# Why Si₂W resists squeezing more than stretching

Si₂W becomes stiffer as it is squeezed, and by more than the shrinking geometry can explain: the energy curves more sharply as all distances shorten, as if the bonds were springs that stiffen. Between the most stretched and the most squeezed pair of volumes in the table, the bulk modulus rises from 192 to 294 GPa. The energies look far more lopsided than that, but most of their imbalance has a plainer origin: the squeezed end of the table lies much further from the minimum than the stretched end.

Si₂W (space group I4/mmm) under uniform scaling of the given cell, computed with SIESTA 5.4.2 using PBE, PseudoDojo 0.4 standard pseudopotentials and a DZP basis, without spin polarisation. All rows use an 8×8×8 k mesh, an 800 Ry mesh cutoff, a 0.01 Ry energy shift and Fermi–Dirac smearing of 0.05 eV; energies are counted from the minimum of the fitted curve.

| volume (Å³/atom) | energy (meV/atom) | pressure (GPa) |
| --- | --- | --- |
| 12.67 | 72.39 | 22.050 |
| 12.94 | 40.63 | 15.860 |
| 13.21 | 18.70 | 10.330 |
| 13.48 | 5.50 | 5.480 |
| 13.75 | 0.13 | 0.960 |
| 14.02 | 2.10 | -3.190 |
| 14.29 | 10.64 | -6.850 |

The energy is counted per atom from the minimum of the curve. A positive pressure means that the crystal pushes outwards and must be held in; a negative one means that it must be pulled to keep its volume. The values come from density-functional theory with the PBE functional for atoms at rest, and all lengths in the cell are scaled by one common factor.

## The top row and a tempting reading

At 12.67 Å³/atom the energy stands at 72.39 meV/atom, while at the other end, 14.29 Å³/atom, it is only 10.64. The ratio is 6.8. It is tempting to conclude that the atoms run into a hard wall on compression and meet only mild resistance on expansion.

The distances from the minimum tell another story. The pressure passes through zero near 13.81 Å³/atom, so the top row lies 1.14 Å³ below the minimum and the bottom row only 0.48 Å³ above it. Even a perfectly symmetric valley, whose height grows as the square of the distance, would give an energy ratio of about 5.6.

What remains is real but modest. A symmetric parabola with the same minimum and the same curvature there reaches 63 meV/atom at the top row, about 9 short of the computed value. If the crystal is squeezed and stretched by the same volume, that of the bottom row, the smooth curve described below makes squeezing only about 12 % more costly. The energy ratio of the two ends is therefore a poor measure of stiffening, and the pressures are a better one.

## From 12.67 to 13.21: the modulus shows the stiffening

The bulk modulus $B$ is the pressure needed per fractional loss of volume. Between two neighbouring rows it is the mean volume times the change in pressure, divided by the change in volume. For the first two rows this gives

$$B \approx 12.805 \times \frac{22.05-15.86}{0.27} \approx 294\ \text{GPa}.$$

One step further down the table it has dropped to 268 GPa, and it goes on falling with every step to the last row.

This decides against the symmetric parabola as a full account. In such a valley each cubic ångström removed adds the same pressure. As the crystal shrinks, however, one cubic ångström becomes a larger fraction of what is left, so the modulus would have to fall on compression. The table shows it rising.

A better candidate keeps the bonds simple and lets geometry do the work. Imagine the atoms joined by springs of constant stiffness. On compression the springs push back in proportion to their shortening, but they push on a smaller area, so the pressure rises faster than the force. The solid stiffens although no single spring has changed.

This picture can be made exact, because every length in the cell is multiplied by the same factor $x$, with $x=1$ at the minimum. Each spring then has an energy quadratic in $x$, and so has their sum, whatever their rest lengths. With volume $V=V_0x^3$, where $V_0$ is the volume at the minimum and $B_0$ the modulus there, the energy per atom above the minimum is $E=\tfrac{9}{2}B_0V_0(x-1)^2$. The pressure $P=-dE/dV$ follows as

$$P = 3B_0\,\frac{1-x}{x^2}.$$

Near the minimum, this law raises the modulus by 1 GPa for each GPa of pressure. The mean pressures of the first and last intervals differ by 24 GPa, so geometry alone accounts for a rise of roughly that size at most, since the pressures of the spring law itself span a little less. The computed rise is 102 GPa. Geometry acts in the right direction but supplies a quarter of the effect at most.

The rest must come from the springs themselves: they stiffen as they shorten. A spring here stands for the curvature of the total energy under uniform scaling, which also contains energy of delocalised electrons that belongs to no single bond. The standard physical reason is that repulsion and attraction change with distance at different rates. When the electron clouds of neighbouring atoms are pushed into each other, the Pauli principle forces electrons into states of higher kinetic energy, and this cost grows steeply as the overlap increases. The attraction that holds the crystal together varies more gently. Each further shortening therefore meets a steeper repulsion than the last. The table holds only total energies and pressures, so it shows the stiffening but does not test this cause of it.

## The top row worked through

A compact way to describe such stiffening is the second-order Birch–Murnaghan law. It takes the energy to be quadratic not in volume or length but in a strain that grows faster on compression, and it gives

$$P=\tfrac{3}{2}B_0\left[\left(\frac{V_0}{V}\right)^{7/3}-\left(\frac{V_0}{V}\right)^{5/3}\right].$$

Its modulus rises by 4 GPa per GPa of pressure at the minimum. That figure is built into the formula; only $V_0$ and $B_0$ are free. A least-squares fit to all seven pressures gives 13.81 Å³/atom and about 215 GPa.

For the top row, $V_0/V = 13.81/12.67 = 1.090$. The two powers are 1.223 and 1.154, and their difference, 0.068 when taken from the unrounded powers, is multiplied by $1.5\times215$. The result is 22.0 GPa, against 22.05 in the table. This row was part of the fit, so the agreement shows that the form of the law is suitable; it is not a prediction.

The other two pictures can be started from the same minimum with the same stiffness. The parabola gives $215\times(1-12.67/13.81)=17.7$ GPa, about 20 % below the computed pressure. For constant springs, $x$ is the cube root of $12.67/13.81$, or 0.972, and the pressure comes to 19.3 GPa. The gap from there to the table is what the stiffening of the bonds adds.

The comparison might seem unfair, since the starting stiffness was taken from the winning law. When each law is instead fitted to the seven pressures with its own $V_0$ and $B_0$, the order stays the same. The root-mean-square misses are 0.84 GPa for the parabola, 0.51 for constant springs and 0.05 for Birch–Murnaghan.

## Around the minimum: how fast the bonds stiffen

The row at 13.48 Å³/atom is the cell from which the scaling started, and it is still under a pressure of 5.48 GPa. At 13.75 Å³/atom the pressure has nearly gone. The calculation thus prefers a crystal about 2.4 % larger in volume than the starting cell. This figure compares the minimum with the given cell and is not by itself an error against measurement. PBE often gives volumes that are somewhat too large, and the basis set is short over the semicore shells of tungsten; how much each moves the minimum is untested.

The same basis may also affect the modulus of 215 GPa and its rise with pressure. A second limit acts on this number too: the proportions of the cell and the height of the silicon atoms were held fixed. A real crystal under pressure can adjust both, which could make it somewhat softer. The values here belong to uniform scaling.

With that restriction, the stiffening can be translated from pressure into bond length. Differentiating $E(x)$ twice gives the modulus, and once more gives its rise with pressure at the minimum,

$$\frac{dB}{dP}=1-\frac{E'''}{3E''},$$

where the primes mark derivatives with respect to $x$. The 1 is the geometric part found above. The second term measures how the effective spring, $E''$, changes with length.

An equation-of-state fit to the seven energies gives $dB/dP=3.94$. This slope is drawn from the whole range: taken between neighbouring intervals it scatters from about 2.5 to 5.5, and the two values centred nearest the minimum, at 13.75 and 14.02 Å³/atom, are 3.3 and 5.5, so what follows holds for the smooth curve only. The effective spring therefore stiffens by $3\times(3.94-1)\approx 9$ % for each per cent of shortening. The closest contacts in this crystal are about 2.6 Å long, so bringing the atoms together by less than 0.03 Å is enough. Since all distances shrink together, this is an average over the crystal and cannot be credited to the tungsten–silicon or the silicon–silicon contacts alone.

The formula also shows what to look for in a related compound. Doubling every energy would double the modulus but leave $dB/dP$ unchanged, because $E'''$ and $E''$ would double together. A stiffer crystal need not stiffen faster. What counts is how sharply the forces change over a given fraction of the bond length.

For practical loads the effect is small. On the fitted curve, a uniform pressure of 1 GPa raises the modulus by about 4 GPa, or 2 % of its value at the minimum, and a constant modulus will usually do. At the pressure of the top row it no longer does.

## The last rows: the same springs, now softer

Beyond the minimum the pressure turns negative, and the argument runs in reverse. Stretched bonds should be softer than constant springs and should pull back less. At 14.29 Å³/atom, constant springs with the stiffness used above would give −7.2 GPa. The computed value is −6.85 GPa, weaker as expected, and the Birch–Murnaghan law gives −6.9.

This end matters because a hard wall on the squeezed side would leave no mark here. Instead the modulus keeps falling through the minimum and on into the stretched rows, down to 192 GPa in the last interval. The stiffening is a gradual property of the energy curve over the whole range, not a barrier met at small volumes.

The energies agree. Integrating the fitted pressure laws over volume reproduces the energy column with a root-mean-square miss of 2.5 meV/atom for the parabola, 1.5 for constant springs and 0.15 for Birch–Murnaghan. Energies and pressures come from the same calculations, so this confirms that they are consistent with each other and does not test the theory against nature.

The Birch–Murnaghan law is too smooth in one respect. The modulus taken from neighbouring rows falls by 28 GPa at one step and by only 12 at the next, which the law does not follow. The energies are uneven in the same region: their second differences down the table are 9.83, 8.73, 7.83, 7.34 and 6.57 meV/atom, with the smallest drop between the rows at 13.48 and 13.75 Å³/atom. The unevenness thus belongs to the computed curve and not to the pressure column alone; whether it comes from the k mesh, the real-space grid or the band structure is untested. An unevenness of 0.1 GPa in a single pressure step is enough to shift such a modulus by $13.5\times0.1/0.27=5$ GPa. The rise of about 100 GPa across the table stands well clear of that, but the difference between two adjacent intervals should not be read closely.
